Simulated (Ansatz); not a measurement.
## PbO (model cell, started as zinc blende): a soft mode frozen in

Which phase does PbO (model cell, started as zinc blende) fall into along its unstable mode, and how much energy does it gain?

Program: Ansatz 0.2.0. Level of theory: DFT PBEsol, scalar-relativistic, plane waves, PAW. Results are calculated unless marked as measured.

The structure was built from a prototype and need not be the compound's stable phase.

## 1. The starting structure

Symmetry: F-43m, No. 216, cubic system. Conventional cell: a = 5.572 Å, b = 5.572 Å, c = 5.572 Å, α = 90.00°, β = 90.00°, γ = 90.00°. Nearest to Pb lie 4 O at 2.41 Å. O has 4 Pb at 2.41 Å nearest. Farther neighbours and most contacts between anions are not listed.

## 2. Response at finite wavevector

The cell comes from relaxations at this level that are not shown. Stability and thermal properties need the whole zone. Linear response on a 4×4×4 q mesh gives force constants as far as a supercell of that size would, and the tensors from the zone-centre run are typed in so that the long-range dipole term is interpolated apart.

Input file input.yaml:

```yaml
crystal:
  lattice:
    - [0.0, 2.7862023436, 2.7862023436]
    - [2.7862023436, 0.0, 2.7862023436]
    - [2.7862023436, 2.7862023436, 0.0]
  atoms:
    - { symbol: Pb, position: [0.0, 0.0, 0.0] }
    - { symbol: O, position: [0.25, 0.25, 0.25] }
kpoints:
  mp_grid: { grid: [12, 12, 12] }
hamiltonian:
  xc: pbesol
scf:
  occupations: { method: fixed }
output:
  eigenvalues: true
phonons:
  method: dfpt
  qmesh: [4, 4, 4]
  temperatures: { t_max: 1000, t_step: 50 }
  qpath:
    path:
      - [[0.0, 0.0, 0.0], [-0.5, -0.5, 0.0], [-0.375, -0.375, 0.25]]
      - [[-0.375, 0.0, 0.375], [0.0, 0.0, 0.0], [0.0, 0.0, 0.5], [-0.5, -0.25, 0.25], [-0.5, -0.5, 0.0]]
    npoints: 10
  non_analytic_term:
    high_frequency_dielectric_tensor: [[8.7173, 0.0, 0.0], [0.0, 8.7173, 0.0], [0.0, 0.0, 8.7173]]
    born_effective_charges:
      - { species: Pb, tensor: [[2.1253, 0.0, 0.0], [0.0, 2.1253, 0.0], [0.0, 0.0, 2.1253]] }
      - { species: O, tensor: [[-2.1253, 0.0, 0.0], [0.0, -2.1253, 0.0], [0.0, 0.0, -2.1253]] }
    source: "zone-centre run at this cell"
```

The run is started by

```
ansatz run input.yaml --threads 4 --pin off --max-ram 7168MiB --backend cpu --events-out ev --progress --plain --runs-dir out
```

Numbers of over 12 decimals in the logs are rounded to 6 here.

Output:

```text
Warning: phonons: the dynamical matrix that this run interpolates holds no multipole term above the dipole-dipole one, and a site of this crystal is no centre of inversion, so its interpolated transverse optical and acoustic branches and sound speeds can stay off near Gamma, and the density of states and the thermodynamics with them. What a run solves at a wave vector of phonons.qpoints, Gamma apart, where the deck admits one, is free of this, and under fd what a larger phonons.supercell samples
Engine: ansatz 0.2.0, x86_64-unknown-linux-gnu
Pseudopotentials: kind: paw
Pseudopotential: Pb, paw, valence charge 14, recommended cutoff 420 eV (normal), Pb.paw.azcp
Pseudopotential: O, paw, valence charge 6, recommended cutoff 420 eV (normal), O.paw.azcp
Functional definition: PBEsol
  exchange = pbesol_x
  correlation = pbesol_c
Crystal: 2 atoms, lattice volume = 43.258 Å³
Basis set: ecut = 420 eV, 869 PW (Γ), exchange–correlation on 54×54×54 points (8 copies of the dense FFT grid, shifted against one another)
Bands: 14, of which v1, the nominal top of the filled ones, is band 10 counted from 1 (9 counted from 0)
Symmetry: 24 space group operations
k-points: 72 of 1728 (time reversal used)
Non-local potential: Pb, projectors of the file, l = 0: 2, l = 1: 2, l = 2: 2, l = 3: 2
Non-local potential: O, projectors of the file, l = 0: 2, l = 1: 2, l = 2: 1
PAW form: soft (Blöchl's): semilocal exchange-correlation on the pseudo side does not see the compensation charge
PAW frozen core: Pb, regenerated for the run's functional, and the local potential with it (the file was generated under x = pbe(κ = 0.804, μ = 0.219515), c = pbe(β = 0.066725))
PAW frozen core: O, regenerated for the run's functional, and the local potential with it (the file was generated under x = pbe(κ = 0.804, μ = 0.219515), c = pbe(β = 0.066725))
PAW one-centre angular grid: Pb, 590 points (default); XC on 64 Gauss nodes
PAW one-centre angular grid: O, 110 points (default); XC on 64 Gauss nodes
Initial density: superposition of atomic densities (neutral atoms: chi_scale 0, normalization atom), corrected by the library's trained network
Initial wavefunctions: pseudopotential atomic-orbital guess
Functional: x = pbesol(κ = 0.804, μ = 0.123457), c = pbesol(β = 0.046)
SCF iter   1: F=—  HF=-12315.002850 eV  |F-HF|=—  |Δ(HF+E_count)|=         —  Δρ=1.96e-2  dr2=1.73e-1  ethr=1.77e-3  ⟨swp⟩=4.3  Hψ=4615  notcnv=0  defer=107
preconditioner: auto → none  [insulator: Δε(μ)=0.054 eV  Ē_g=16.554 eV  n_scr=14 (ndim 8)  ℏωp=25.2 eV  f_vac=0.078  ε∞_Penn≈3.3]
SCF iter   2: F=—  HF=-12315.028121 eV  |F-HF|=—  |Δ(HF+E_count)|=   2.53e-2  Δρ=2.58e-2  dr2=2.83e-1  ethr=8.65e-4  ⟨swp⟩=2.3  Hψ=2507  notcnv=0  defer=114
SCF iter   3: F=—  HF=-12314.972963 eV  |F-HF|=—  |Δ(HF+E_count)|=   5.52e-2  Δρ=5.98e-3  dr2=1.48e-2  ethr=8.65e-4  ⟨swp⟩=2.0  Hψ=1355  notcnv=0  defer=121
SCF iter   4: F=—  HF=-12314.970359 eV  |F-HF|=—  |Δ(HF+E_count)|=   2.60e-3  Δρ=6.88e-4  dr2=2.83e-4  ethr=7.40e-5  ⟨swp⟩=2.3  Hψ=1883  notcnv=0  defer=131
SCF iter   5: F=—  HF=-12314.970322 eV  |F-HF|=—  |Δ(HF+E_count)|=   3.77e-5  Δρ=1.11e-4  dr2=4.83e-6  ethr=1.41e-6  ⟨swp⟩=2.1  Hψ=1262  notcnv=0  defer=127
SCF iter   6: F=—  HF=-12314.970325 eV  |F-HF|=—  |Δ(HF+E_count)|=   3.12e-6  Δρ=1.18e-5  dr2=6.44e-8  ethr=2.41e-8  ⟨swp⟩=2.0  Hψ=1310  notcnv=0  defer=62
SCF iter   7: F=—  HF=-12314.970326 eV  |F-HF|=—  |Δ(HF+E_count)|=   1.63e-6  Δρ=2.43e-6  dr2=1.95e-9  ethr=3.22e-10  ⟨swp⟩=2.0  Hψ=1315  notcnv=0  defer=30
SCF iter   8: F=—  HF=-12314.970326 eV  |F-HF|=—  |Δ(HF+E_count)|=   1.91e-9  Δρ=2.14e-7  dr2=1.29e-11  ethr=9.74e-12  ⟨swp⟩=2.1  Hψ=1373  notcnv=0  defer=30
SCF iter   9: F=-12314.970326 eV  HF=-12314.970326 eV  |F-HF|=0.00e0  |Δ(HF+E_count)|=  3.64e-12  Δρ=2.87e-8  dr2=5.15e-13  ethr=1.00e-12  ⟨swp⟩=7.3  Hψ=5562  notcnv=0
SCF 1 converged in 9 iterations: F = -12314.970326 eV  dr2 = 5.15e-13
  greatest PAW one-centre occupation: 0.981 electrons in one spin orbital (limit 2), on the Pb atom at site 0 (counted from 0), in its partial waves of l = 2
NSCF: frozen V_eff on 72 k-points
NSCF: frozen V_eff on 163 k-points
DFPT response loops at q = (0, 0, 0) (fractional): preconditioner auto → none (the input reference at scf.mixing.eps_inf says where Resta's filter doesn't serve); β = 0.50; Broyden in place of MSR1
NSCF: frozen V_eff on 1872 k-points
DFPT response loops at q = (0, 0, 0.25) (fractional): preconditioner auto → Resta (q_TF=auto, 2.399 Å⁻¹)  ε∞=13.9 (no band partly filled); β = 1.00, the filter's whole step (`scf.mixing.beta` (0.50) is not read by the response loops at its default; to damp them type it under 1.00, their step now; it binds the ground state too); Broyden in place of MSR1
NSCF: frozen V_eff on 952 k-points
DFPT response loops at q = (0, 0, -0.5) (fractional): mixed as the last ones told, above
NSCF: frozen V_eff on 1020 k-points
DFPT response loops at q = (0, 0.25, 0.25) (fractional): mixed as the last ones told, above
NSCF: frozen V_eff on 3456 k-points
DFPT response loops at q = (0, 0.25, -0.5) (fractional): mixed as the last ones told, above
NSCF: frozen V_eff on 1872 k-points
DFPT response loops at q = (0, 0.25, -0.25) (fractional): mixed as the last ones told, above
NSCF: frozen V_eff on 560 k-points
DFPT response loops at q = (0, -0.5, -0.5) (fractional): mixed as the last ones told, above
NSCF: frozen V_eff on 1020 k-points
DFPT response loops at q = (0.25, -0.5, -0.25) (fractional): mixed as the last ones told, above
SCF converged after 9 iterations
Free energy (F): -12314.970326 eV
Harris-Foulkes:  -12314.970326 eV  (|F-HF|=0.00e0)
Internal energy: -12314.970326 eV  (E = F + TS)
E sigma→0 (E₀):  -12314.970326 eV
Fermi energy:    7.819108 eV
--- Per-component energies (eV) ---
  E_band       = -71.788660
  E_kinetic    = 460.802703
  E_local      = -1521.186268  (includes V_loc(G=0)·N_el)
  E_nonlocal   = 400.514308
  E_hartree    = 590.448632
  E_xc         = -292.049946
  E_vxc        = -226.235744  (∫ρ·V_xc dr)
  E_paw        = -10405.190289  (= ΣΔE_a)
  E_vpaw       = -366.583290  (= ΣTr[D̂ρ^β])
  E_aug_tail   = 0.002373  (compensation charges beyond the density's cutoff)
  E_ewald      = -1548.409244
  E_core_change = 0.097405  (= ΣΔE_core)
  E_smearing   = -0.000000  (= −TS)
  E_closure    = 0.000000  (closes the sum)
  Σ components = -12314.970326   (vs F -12314.970326, Δ=0.00e0)
--- Band table (eV; the first three rows and the last of 72) ---
  k-point 0: bands = [... 6 lower, 0.9497, 5.4513, 5.4513, 5.4513, 13.0827, 13.0827, 13.0827, 15.8865]
  k-point 1: bands = [... 6 lower, 0.8864, 5.4164, 5.4164, 5.4817, 12.4547, 13.1175, 13.1175, 16.5848]
  k-point 2: bands = [... 6 lower, 0.7066, 5.3234, 5.3234, 5.5492, 11.4758, 13.1969, 13.1969, 17.2516]
  k-point 71: bands = [... 6 lower, -0.0836, 3.7933, 3.8725, 7.8191, 10.1453, 11.0766, 12.9365, 16.5007]
--- Phonons (Γ-DFPT): 2 representative perturbations + reference (Σ response iterations 7) ---
  ASR residual: 3.147e-5 → 0.000e0 eV/Å²; symmetrization residual: 1.220e-6 eV/Å²
  ASR residual per site (eV/Å²): 3.15e-5 2.91e-5
  Γ frequencies (cm⁻¹): 0.00 0.00 0.00 252.39 252.39 252.39
--- Phonons (arbitrary-q DFPT): 8 irreducible q on the 4×4×4 mesh ---
  q = [0.0000, 0.0000, 0.0000] (star 1, of the zone-centre solve; hermiticity 7.01e-7, symmetrization 1.32e-12): -0.00 0.00 0.00 252.39 252.39 252.39
  q = [0.0000, 0.0000, 0.2500] (star 8, 2 solved perturbations on 936 of 1728 k-point pairs; hermiticity 7.26e-7, symmetrization 7.14e-13): -1.35 -1.35 73.01 234.38 234.38 318.68
  q = [0.0000, 0.0000, -0.5000] (star 4, 2 solved perturbations on 476 of 1728 k-point pairs; hermiticity 1.32e-7, symmetrization 5.17e-13): 13.74 13.74 120.67 207.53 207.53 305.68
  q = [0.0000, 0.2500, 0.2500] (star 6, 4 solved perturbations in 1608 linear systems a pass and spin channel, the states on 510 of 1728 k-point pairs; hermiticity 1.06e-6, symmetrization 1.98e-13): -56.01 -56.01 82.34 168.66 168.66 346.57
  q = [0.0000, 0.2500, -0.5000] (star 24, 4 solved perturbations in 5328 linear systems a pass and spin channel, the states on 1728 of 1728 k-point pairs; hermiticity 4.35e-7, symmetrization 2.05e-13): -73.11 -64.15 113.20 124.90 140.53 329.94
  q = [0.0000, 0.2500, -0.2500] (star 12, 4 solved perturbations in 2892 linear systems a pass and spin channel, the states on 936 of 1728 k-point pairs; hermiticity 1.12e-6, symmetrization 1.42e-12): -58.23 4.81 99.28 144.42 203.39 320.52
  q = [0.0000, -0.5000, -0.5000] (star 3, 4 solved perturbations in 886 linear systems a pass and spin channel, the states on 280 of 1728 k-point pairs; hermiticity 5.90e-7, symmetrization 2.45e-13): -140.56 -140.56 97.14 97.14 118.57 344.07
  q = [0.2500, -0.5000, -0.2500] (star 6, 4 solved perturbations in 1544 linear systems a pass and spin channel, the states on 510 of 1728 k-point pairs; hermiticity 5.93e-7, symmetrization 3.84e-13): -119.75 -90.22 104.75 114.93 118.74 323.39
  sum rule: each row above includes the acoustic sum rule's correction from the zone centre's row sums; it moved no ω² by more than (0.70 cm⁻¹)²
  mesh force constants: q→R imaginary residual 8.60e-19; ASR residual 3.147e-5 → 0.000e0 eV/Å²; symmetrization residual 5.329e-15 eV/Å²
  interpolated dispersion: 63 rows × 6 modes
  density of states and harmonic sums: on the 20×20×20 q-mesh, interpolated from the force constants of a 4×4×4 supercell (with the dipole–dipole term of supplied tensors)
  largest difference from the sums on the solved wave vectors: F 1.95e-2 eV, S 1.97e-5 and C_V 1.41e-6 eV/K
  zero-point energy: 0.046772 eV/cell   skipped modes (ω ≤ 0): 432, of them read as no rigid motion or as one in doubt: 429 (1.704e0 modes/cell left out, lowest -140.56 cm⁻¹)   left out of the sums: 2.84e-1 of the cell's modes: C_V's classical limit lies that fraction below 3 k_B per atom; for a crystal, a wire or a layer, F and S can be off by more, and a phonons.interpolated_qmesh denser along its periods is the remedy for the sampling
```

Wall time 2 min (4 threads of Intel Xeon 6975P-C (Granite Rapids), shared host); peak memory 2.5 GiB; 7.6 min of CPU time.

In the SCF lines HF is the Harris–Foulkes energy and dr2 the Hartree energy of the density residual, in eV; the loop may stop once dr2 is under the threshold and the program's other checks hold. Hψ counts applications of the Hamiltonian.

This step gave:

```
gap on the k-mesh                                       : 0.3120 eV
volume per atom                                         : 21.63 Å³
sum-rule residual before enforcement                    : 3.15e-5 eV/Å²
lowest frequency on the path                            : -140.6 cm⁻¹
point group                                             : -43m
highest frequency on the path or at a solved wavevector : 348 cm⁻¹
highest optical mode at the zone centre (no LO-TO term) : 252.4 cm⁻¹
lowest optical zone-centre mode                         : 252.4 cm⁻¹
lowest mode on the q mesh (acoustic modes at Γ apart)   : -140.6 cm⁻¹
```

Frequencies (cm⁻¹) solved at each irreducible wavevector; negative means imaginary. Frequencies by wavevector, by row:

| q in reciprocal lattice units | star | mode 1 | mode 2 | mode 3 | mode 4 | mode 5 | mode 6 |
| --- | --- | --- | --- | --- | --- | --- | --- |
| 0 0 0 | 1 | 0 | 0 | 0 | 252.4 | 252.4 | 252.4 |
| 0 0 0.25 | 8 | -1.4 | -1.4 | 73 | 234.4 | 234.4 | 318.7 |
| 0 0 -0.5 | 4 | 13.7 | 13.7 | 120.7 | 207.5 | 207.5 | 305.7 |
| 0 0.25 0.25 | 6 | -56 | -56 | 82.3 | 168.7 | 168.7 | 346.6 |
| 0 0.25 -0.5 | 24 | -73.1 | -64.2 | 113.2 | 124.9 | 140.5 | 329.9 |
| 0 0.25 -0.25 | 12 | -58.2 | 4.8 | 99.3 | 144.4 | 203.4 | 320.5 |
| 0 -0.5 -0.5 | 3 | -140.6 | -140.6 | 97.1 | 97.1 | 118.6 | 344.1 |
| 0.25 -0.5 -0.25 | 6 | -119.8 | -90.2 | 104.8 | 114.9 | 118.7 | 323.4 |

Interpolated from a 4×4×4 q mesh, with the LO-TO term (at Γ the limit along the path; where Γ stands inside the path, tables give the limit on arrival). The phonon branches at the labelled points (cm⁻¹):

| point | branch 1 | branch 2 | branch 3 | branch 4 | branch 5 | branch 6 |
| --- | --- | --- | --- | --- | --- | --- |
| Γ | 0 | 0 | 0 | 252 | 252 | 322 |
| halfway | -56 | -56 | 82 | 169 | 169 | 347 |
| X | -141 | -141 | 97 | 97 | 119 | 344 |
| halfway | -136 | -125 | 99 | 102 | 119 | 340 |
| U | -130 | -84 | 104 | 120 | 123 | 333 |
| jump to K | -130 | -84 | 104 | 120 | 123 | 333 |
| halfway | -13 | 12 | 83 | 194 | 231 | 316 |
| Γ | 0 | 0 | 0 | 252 | 252 | 322 |
| halfway | -1 | -1 | 73 | 234 | 234 | 319 |
| L | 14 | 14 | 121 | 208 | 208 | 306 |
| halfway | -74 | -20 | 116 | 128 | 170 | 322 |
| W | -120 | -90 | 105 | 115 | 119 | 323 |
| halfway | -129 | -118 | 100 | 106 | 119 | 335 |
| X | -141 | -141 | 97 | 97 | 119 | 344 |

The phonon branches as a text plot (rows in cm⁻¹):

```
    338 |  *****************                                *****
    317 |**                 ********************   *********
    297 |                                       ***
    277 |
    256 |**                       ********
    236 |  *                    *****     ****
    216 |   *                  * *            *****
    195 |    **              ** *                 ***
    175 |      *            *                       ***
    155 |                  *   *                     * *
    134 |       *            **                       * *
    114 |        ************                  ******************
     94 |       *   *******  ***             **             *****
     73 |    ***                **          *
     53 |   *                     **      **
     32 |  *                        *    *
     12 | *                    ***   *  *    ********
     -8 |**                  ** *************      * *
    -29 |  **               *  *                    * **
    -49 |    ***           *                         *  *
    -69 |       *            **                       *
    -90 |                **                              ***
   -110 |        *      *   *                          ** ****
   -130 |         **********                             *  *****
         Γ           X  U|K            Γ         L        W     X
```

Symmetry leaves 8 wavevectors to solve. The lowest mode among them, the acoustic zeros apart, lies at q = (0, -0.5, -0.5) and is imaginary, 140.6i cm⁻¹, so the energy falls along it.

## 3. The mode frozen in, largest atomic shift 0 Å

The mode followed lies at q = (0.25, -0.5, -0.25) with frequency 119.8i cm⁻¹, one of the unstable modes though not the softest. At small amplitude the distorted cell has space group no. 121 by a symmetry search on the positions. The undistorted cell that holds it gives the zero of energy on the same k mesh.

System of this step: PbO (model cell, started as zinc blende). It takes space group F-43m (No. 216, cubic). Conventional cell: a = 5.572 Å, b = 5.572 Å, c = 5.572 Å, α = 90.00°, β = 90.00°, γ = 90.00°. Pb has 4 O at 2.41 Å nearest. Nearest to O lie 4 Pb at 2.41 Å. Farther neighbours and most contacts between anions are not listed.

Input file input.yaml:

```yaml
crystal:
  lattice:
    - [0.0, 0.0, -5.5724046872]
    - [5.5724046872, 0.0, 0.0]
    - [2.7862023436, -5.5724046872, -2.7862023436]
  atoms:
    - { symbol: Pb, position: [0.75, 0.25, 0.5] }
    - { symbol: Pb, position: [0.25, 0.75, 0.5] }
    - { symbol: Pb, position: [0.5, 0.5, 0.0] }
    - { symbol: Pb, position: [0.0, 0.0, 0.0] }
    - { symbol: O, position: [0.625, 0.625, 0.25] }
    - { symbol: O, position: [0.125, 0.125, 0.25] }
    - { symbol: O, position: [0.375, 0.875, 0.75] }
    - { symbol: O, position: [0.875, 0.375, 0.75] }
kpoints:
  mp_grid: { grid: [6, 6, 6] }
hamiltonian:
  xc: pbesol
scf:
  occupations: { method: gaussian, width: 0.02 }
output:
  forces: true
  stress: true
  eigenvalues: true
```

Output:

```text
[...]
Crystal: 8 atoms, lattice volume = 173.033 Å³
Basis set: ecut = 420 eV, 3411 PW (Γ), exchange–correlation on 80×80×96 points (8 copies of the dense FFT grid, shifted against one another)
Bands: 48, of which v1, the nominal top of the filled ones, is band 40 counted from 1 (39 counted from 0)
Symmetry: 32 space group operations
[...]
k-points: 30 of 216 (time reversal used)
[...]
k-point 0: bands = [... 36 lower, 5.4516, 7.6326, 7.8194, 7.8194, 8.1312, 10.1455, 10.1455, 11.0766, ... 3 higher]
  k-point 1: bands = [... 36 lower, 5.5885, 7.3736, 7.7764, 7.7764, 8.4589, 9.3229, 9.3229, 12.0171, ... 3 higher]
  k-point 2: bands = [... 36 lower, 5.9523, 6.9355, 7.6833, 7.6833, 8.4682, 8.4682, 9.1090, 11.0958, ... 3 higher]
  k-point 29: bands = [... 36 lower, 5.9997, 5.9997, 6.5459, 6.5459, 10.2085, 10.2085, 10.3487, 10.3487, ... 3 higher]
[key lines of the parts left out:]
SCF converged after 8 iterations
Free energy (F): -49259.881279 eV
Fermi energy:    7.975046 eV
P = ⅓ Tr σ = -0.0043 GPa (-0.043 kbar)
```

The job ended after 2.6 s (4 threads; peak memory 0.59 GiB; 9.6 s of CPU time).

Numbers from this step:

```
pressure                         : -0.004290 GPa
gap on the k-mesh                : 0.3119 eV
energy from the undistorted cell : 0 meV/atom
```

At this level the gap is 0.31 eV on the k-mesh of the self-consistent run, which can miss the band edges.

## 4. The mode frozen in, largest atomic shift 0.6 Å

The atoms are moved along the unstable eigenvector, the largest shift by 0.6 Å, with the cell fixed.

input.yaml, the sections that differ from step 3:

```yaml
crystal:
  lattice:
    - [0.0, 0.0, -5.5724046872]
    - [5.5724046872, 0.0, 0.0]
    - [2.7862023436, -5.5724046872, -2.7862023436]
  atoms:
    - { symbol: Pb, position: [0.7568775471, 0.2568775471, 0.5] }
    - { symbol: Pb, position: [0.2431224529, 0.7431224529, 0.5] }
    - { symbol: Pb, position: [0.4931224529, 0.5068775471, 0.0] }
    - { symbol: Pb, position: [0.0068775471, -0.0068775471, 0.0] }
    - { symbol: O, position: [0.625, 0.625, 0.25] }
    - { symbol: O, position: [0.125, 0.125, 0.25] }
    - { symbol: O, position: [0.4288367216, 0.9288367216, 0.6423265567] }
    - { symbol: O, position: [0.8211632784, 0.3211632784, 0.8576734433] }
# kpoints, hamiltonian, scf, output: as in step 3
```

Output:

```text
[...]
Crystal: 8 atoms, lattice volume = 173.033 Å³
Basis set: ecut = 420 eV, 3411 PW (Γ), exchange–correlation on 80×80×96 points (8 copies of the dense FFT grid, shifted against one another)
Bands: 48, of which v1, the nominal top of the filled ones, is band 40 counted from 1 (39 counted from 0)
Symmetry: 8 space group operations
[...]
k-points: 30 of 216 (time reversal used)
[...]
k-point 0: bands = [... 36 lower, 5.5463, 7.1138, 7.5502, 7.5502, 8.1016, 10.0694, 10.7704, 10.9056, ... 3 higher]
  k-point 1: bands = [... 36 lower, 5.6645, 6.9261, 7.5227, 7.5227, 8.3591, 9.2507, 9.9617, 11.6723, ... 3 higher]
  k-point 2: bands = [... 36 lower, 5.9164, 6.6050, 7.4621, 7.4621, 8.3997, 8.8889, 9.3352, 11.0238, ... 3 higher]
  k-point 29: bands = [... 36 lower, 5.9051, 6.2282, 6.3700, 6.6189, 9.6717, 9.7627, 9.9309, 10.6640, ... 3 higher]
[key lines of the parts left out:]
SCF converged after 9 iterations
Free energy (F): -49260.059438 eV
Fermi energy:    7.807634 eV
P = ⅓ Tr σ = -0.0432 GPa (-0.432 kbar)
```

The job ended after 3 s (4 threads; peak memory 0.59 GiB; 11 s of CPU time).

Numbers from this step:

| Quantity | Value |
| --- | --- |
| pressure | -0.04322 GPa |
| gap on the k-mesh | 0.5143 eV |
| energy from the undistorted cell | -22.27 meV/atom |

The energy, extrapolated to zero smearing, is -22.27 meV/atom against the undistorted cell.

The run ends at a pressure of -0.04 GPa, with forces up to 0.67 eV/Å.

(Part 1 of 2 ends here.)

[Logs are printed without paths, hosts, clocks, repeated set-up lines and the standing remarks that a program may print on its own settings, such as how far it seeks lower states.]

[Hosts, paths, dates, database ids (printed as entryN), source tags and the programs' standing remarks are cut or masked in the printed files.]
